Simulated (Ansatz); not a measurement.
**Calculated with Ansatz: PtSe₂, vacancy hop by nudged elastic band**

The command:

```bash
ansatz run input.yaml --threads 4 --pin off --max-ram 8192MiB --backend cpu --events-out ev --progress --plain --runs-dir out
```

The input file (Ansatz 0.2.0, plane waves):

```yaml
crystal:
  lattice:
    - [7.5714369, 5.2e-07, 0.0]
    - [-3.785718, 6.55705696, 0.0]
    - [0.0, 0.0, 10.21894]
  atoms:
    - { symbol: Se, position: [0.16974886, 0.3376782, 0.12816598] }
    - { symbol: Se, position: [0.33340415, 0.16682409, 0.37358865] }
    - { symbol: Pt, position: [-0.00169269, -0.00279655, -0.00046051] }
    - { symbol: Se, position: [0.16834742, 0.33170314, 0.62621671] }
    - { symbol: Se, position: [0.33421894, 0.1677391, 0.8715722] }
    - { symbol: Pt, position: [-0.0016217, -0.00325222, 0.50044969] }
    - { symbol: Se, position: [0.16979277, 0.83214123, 0.12450591] }
    - { symbol: Se, position: [0.33881815, 0.66987203, 0.37354342] }
    - { symbol: Pt, position: [0.00062223, 0.4995272, -0.00198809] }
    - { symbol: Se, position: [0.16279084, 0.82996477, 0.62689932] }
    - { symbol: Se, position: [0.3309902, 0.66734462, 0.87108913] }
    - { symbol: Pt, position: [-0.00084898, 0.49348065, 0.4963004] }
    - { symbol: Se, position: [0.66447758, 0.32789, 0.12967469] }
    - { symbol: Se, position: [0.82921481, 0.16455317, 0.37079196] }
    - { symbol: Pt, position: [0.50285365, 0.00266336, -0.00039753] }
    - { symbol: Se, position: [0.66646019, 0.33390068, 0.62990317] }
    - { symbol: Se, position: [0.82704749, 0.163719, 0.86991088] }
    - { symbol: Pt, position: [0.49496514, -0.00304339, 0.49580783] }
    - { symbol: Se, position: [0.66650829, 0.83530219, 0.12792619] }
    - { symbol: Se, position: [0.83439299, 0.66498117, 0.37260172] }
    - { symbol: Se, position: [0.66652779, 0.82966031, 0.62941218] }
    - { symbol: Se, position: [0.83094063, 0.66670297, 0.8685003] }
    - { symbol: Pt, position: [0.50186185, 0.49834246, 0.49685501] }
kpoints:
  mp_grid: { grid: [2, 2, 2] }
magnetization:
  spin_polarized: false
scf:
  occupations: { method: cold, width: 0.15 }
hamiltonian:
  pseudopotentials: { kind: paw }
  xc: pbe
basis:
  ecutwfc: 420
neb:
  images: 3
  relax_end_points: true
  climbing: true
  f_tol: 0.1
  max_iterations: 40
  order_check: false
  final_atoms:
    - { symbol: Se, position: [0.16974886, 0.3376782, 0.12816598] }
    - { symbol: Se, position: [0.33340415, 0.16682409, 0.37358865] }
    - { symbol: Pt, position: [-0.50164087, -0.50162335, 0.00064488] }
    - { symbol: Se, position: [0.16834742, 0.33170314, 0.62621671] }
    - { symbol: Se, position: [0.33421894, 0.1677391, 0.8715722] }
    - { symbol: Pt, position: [-0.0016217, -0.00325222, 0.50044969] }
    - { symbol: Se, position: [0.16979277, 0.83214123, 0.12450591] }
    - { symbol: Se, position: [0.33881815, 0.66987203, 0.37354342] }
    - { symbol: Pt, position: [0.00062223, 0.4995272, -0.00198809] }
    - { symbol: Se, position: [0.16279084, 0.82996477, 0.62689932] }
    - { symbol: Se, position: [0.3309902, 0.66734462, 0.87108913] }
    - { symbol: Pt, position: [-0.00084898, 0.49348065, 0.4963004] }
    - { symbol: Se, position: [0.66447758, 0.32789, 0.12967469] }
    - { symbol: Se, position: [0.82921481, 0.16455317, 0.37079196] }
    - { symbol: Pt, position: [0.50285365, 0.00266336, -0.00039753] }
    - { symbol: Se, position: [0.66646019, 0.33390068, 0.62990317] }
    - { symbol: Se, position: [0.82704749, 0.163719, 0.86991088] }
    - { symbol: Pt, position: [0.49496514, -0.00304339, 0.49580783] }
    - { symbol: Se, position: [0.66650829, 0.83530219, 0.12792619] }
    - { symbol: Se, position: [0.83439299, 0.66498117, 0.37260172] }
    - { symbol: Se, position: [0.66652779, 0.82966031, 0.62941218] }
    - { symbol: Se, position: [0.83094063, 0.66670297, 0.8685003] }
    - { symbol: Pt, position: [0.50186185, 0.49834246, 0.49685501] }
```

Origin of the cell: a database entry, scaled a little.

The cell is 2×2×2 cells of PtSe2 with one Pt taken out; atom 3 (Pt) hops into the empty site, 3.78 Å away before the end points are relaxed. All atoms were shaken by about 0.02 Å first.

Output (shortened):

```
Warning: neb: disabling space-group detection — the band's intermediate images generally break the endpoint symmetry, so no spatial operation reduces the k-mesh or symmetrises the density, ex […]
Pseudopotentials: kind: paw
Pseudopotential: Se, paw, valence charge 16, recommended cutoff 420 eV (normal), Se.paw.azcp
Pseudopotential: Pt, paw, valence charge 18, recommended cutoff 420 eV (normal), Pt.paw.azcp
Functional definition: PBE
  exchange = pbe_x(kappa = kappa, mu = beta*pi^2/3)
  correlation = pbe_c(beta = beta)
parallel-image band execution: 3 concurrent image workers
NEB image 0
Crystal: 23 atoms, lattice volume = 507.333 Å³
Basis set: ecut = 420 eV, 9935 PW (Γ), exchange–correlation on 108×108×144 points (8 copies of the dense FFT grid, shifted against one another)
Bands: 230, of which v1, the nominal top of the filled ones, is band 191 counted from 1 (190 counted from 0)
[… 6 lines left out …]
Initial density: superposition of atomic densities (neutral atoms: chi_scale 0, normalization atom), corrected by the library's trained network
Functional: x = pbe(κ = 0.804, μ = 0.219515), c = pbe(β = 0.066725)
SCF iter   1: F=—  HF=-175172.491375 eV  Δρ=3.35e-3  dr2=1.40e-1  defer=42
SCF iter   2: F=—  HF=-175172.491336 eV  S|Δr|=    0.00e0  Δρ=1.35e-3  dr2=1.57e-2  defer=81
SCF iter   3: F=—  HF=-175172.489269 eV  S|Δr|=    0.00e0  Δρ=6.28e-4  dr2=5.95e-3  defer=81
[… 3 lines left out …]
SCF iter   7: F=—  HF=-175172.488213 eV  S|Δr|=    0.00e0  Δρ=1.30e-5  dr2=1.58e-6  defer=81
SCF iter   8: F=—  HF=-175172.488213 eV  S|Δr|=    0.00e0  Δρ=5.41e-6  dr2=1.98e-7  defer=82
SCF iter   9: F=-175172.488213 eV  HF=-175172.488213 eV  S|Δr|=    0.00e0  Δρ=1.85e-6  dr2=3.46e-8
NEB iter   1: max|band force component| = 6.029e1 eV/Å  barrier→ = 25.5979 eV  barrier← = 25.5978 eV  Δτ_max = 0.2000 Å  (51 SCF iters)
NEB iter   2: max|band force component| = 1.919e1 eV/Å  barrier→ = 10.5867 eV  barrier← = 10.5866 eV  Δτ_max = 0.2000 Å  (29 SCF iters)
NEB iter   3: max|band force component| = 9.439e0 eV/Å  barrier→ = 6.3581 eV  barrier← = 6.3580 eV  Δτ_max = 0.1984 Å  (32 SCF iters)
NEB iter   4: max|band force component| = 3.061e0 eV/Å  barrier→ = 3.9827 eV  barrier← = 3.9826 eV  Δτ_max = 0.1995 Å  (34 SCF iters)
NEB iter   5: max|band force component| = 1.339e0 eV/Å  barrier→ = 3.4525 eV  barrier← = 3.4524 eV  Δτ_max = 0.2000 Å  (33 SCF iters)
NEB iter   6: max|band force component| = 1.331e0 eV/Å  barrier→ = 3.1621 eV  barrier← = 3.1620 eV  Δτ_max = 0.1006 Å  (33 SCF iters)
NEB iter   7: max|band force component| = 8.007e-1 eV/Å  barrier→ = 2.8632 eV  barrier← = 2.8631 eV  Δτ_max = 0.0990 Å  (34 SCF iters)
NEB iter   8: max|band force component| = 5.879e-1 eV/Å  barrier→ = 2.6473 eV  barrier← = 2.6472 eV  Δτ_max = 0.1001 Å  (30 SCF iters)
NEB iter   9: max|band force component| = 2.318e-1 eV/Å  barrier→ = 2.5421 eV  barrier← = 2.5421 eV  CI = image 2  Δτ_max = 0.0612 Å  (30 SCF iters)
NEB iter  10: max|band force component| = 1.210e-1 eV/Å  barrier→ = 2.5242 eV  barrier← = 2.5242 eV  CI = image 2  Δτ_max = 0.0395 Å  (28 SCF iters)
NEB iter  11: max|band force component| = 6.503e-2 eV/Å  barrier→ = 2.5195 eV  barrier← = 2.5194 eV  CI = image 2  Δτ_max = 0.0724 Å  (25 SCF iters)
NEB iter  12: max|band force component| = 1.441e-1 eV/Å  barrier→ = 2.5162 eV  barrier← = 2.5161 eV  CI = image 2  Δτ_max = 0.1021 Å  (9 SCF iters)
NEB iter  13: max|band force component| = 2.005e-1 eV/Å  barrier→ = 2.5259 eV  barrier← = 2.5259 eV  CI = image 2  Δτ_max = 0.0507 Å  (26 SCF iters)
NEB iter  14: max|band force component| = 1.164e-1 eV/Å  barrier→ = 2.5200 eV  barrier← = 2.5199 eV  CI = image 2  Δτ_max = 0.0898 Å  (24 SCF iters)
NEB iter  15: max|band force component| = 5.641e-2 eV/Å  barrier→ = 2.5184 eV  barrier← = 2.5184 eV  CI = image 2  Δτ_max = 0.0000 Å  (25 SCF iters)
--- NEB band (5 images, 15 band iterations, 443 SCF iterations, 227 more in tests of the images' electronic states and relaxations of end points) ---
  forward barrier  = 2.518449 eV
  backward barrier = 2.518373 eV
  lagrangian_above_aufbau_ev (what the smearing adds, to first order; not taken off the barriers): saddle image -0.005809 eV, end points -0.002780 and -0.002574 eV
  climbing image's point = of an order that was not read
  energies are F+E_penalty+E_count in eV, relative to image 0
  image     s (Å)  Δ vs image 0  max|band force component| (eV/Å)
      0    0.0000      0.000000                                 —
      1    1.4519      0.835208                          5.641e-2
  *   2    2.9041      2.518449                          4.183e-2
      3    4.3212      0.842522                          3.082e-2
      4    5.7382      0.000076                                 —
```

The converged band:

```tsv
image	path over all atoms (Å)	ΔF (eV)	Pt x	y	z (Å)
0	0.00	0.000	0.00	-0.01	-0.01
1	1.45	0.835	-0.33	-0.55	-0.01
2	2.90	2.518	-0.98	-1.66	-0.01
3	4.32	0.843	-1.60	-2.74	-0.01
4	5.74	0.000	-1.89	-3.29	-0.01
```

Highest image (2), forces in eV/Å:

```xyz
23
Lattice="7.571 0.000 0.000 -3.786 6.557 0.000 0.000 0.000 10.219" Properties=species:S:1:pos:R:3:forces:R:3 pbc="T T T" image=2
Se    0.299    1.975    1.004    0.022   -0.028   -0.042
Se    1.952    1.065    3.805    0.006   -0.004    0.008
Pt   -0.975   -1.663   -0.010   -0.010   -0.036   -0.029
Se   -0.019    2.203    6.393    0.006   -0.006    0.004
Se    1.511    1.265    9.241   -0.024    0.010    0.024
Pt    0.031    0.007    5.099   -0.003    0.006    0.006
Se   -2.177    5.261    1.143    0.016    0.000    0.000
Se   -0.017    4.298    3.790    0.005    0.007   -0.014
Pt   -1.616    3.105   -0.134    0.015    0.000    0.024
Se   -1.829    5.521    6.409    0.006    0.009   -0.024
Se    0.259    4.558    9.070   -0.005    0.005   -0.014
Pt   -1.910    3.293    5.148   -0.007   -0.004    0.011
Se    3.796    2.518    1.130   -0.005   -0.013    0.002
Se    5.739    1.154    3.793   -0.013    0.008    0.002
Pt    3.468    0.169    0.116    0.017   -0.001   -0.015
Se    3.772    2.111    6.413   -0.006    0.009   -0.016
Se    5.624    0.760    9.059   -0.021    0.001   -0.011
Pt    3.845   -0.029    5.047   -0.006   -0.007    0.014
Se    1.384    5.753    1.700    0.022    0.013    0.028
Se    3.804    4.366    3.837   -0.005    0.000    0.008
Se    1.917    5.457    6.358    0.004   -0.005    0.009
Se    4.269    4.089    8.489   -0.014    0.028    0.020
Pt    1.907    3.257    5.100    0.000    0.008    0.004
```

Barrier of this path: 2.52 eV forwards, 2.52 eV backwards, after 15 band iterations.

Caveats: no moments, though an odd count or open d shells may carry them; no spin-orbit coupling, though heavy elements are present; the k mesh is coarse if the cell is a metal; a small cell with a neutral vacancy and no spin, whose shape can make like sites unlike; the cell is held at a rescaled volume, and strain moves barriers; the hop was drawn among near neighbours and need not be the easiest path; few images and a loose tolerance, and neither the top nor the ends were tested for their order.

Time: 28 min on 4 threads of Arm Neoverse V1, with other jobs on the host, peak memory 4 GiB, from the program's own first density.
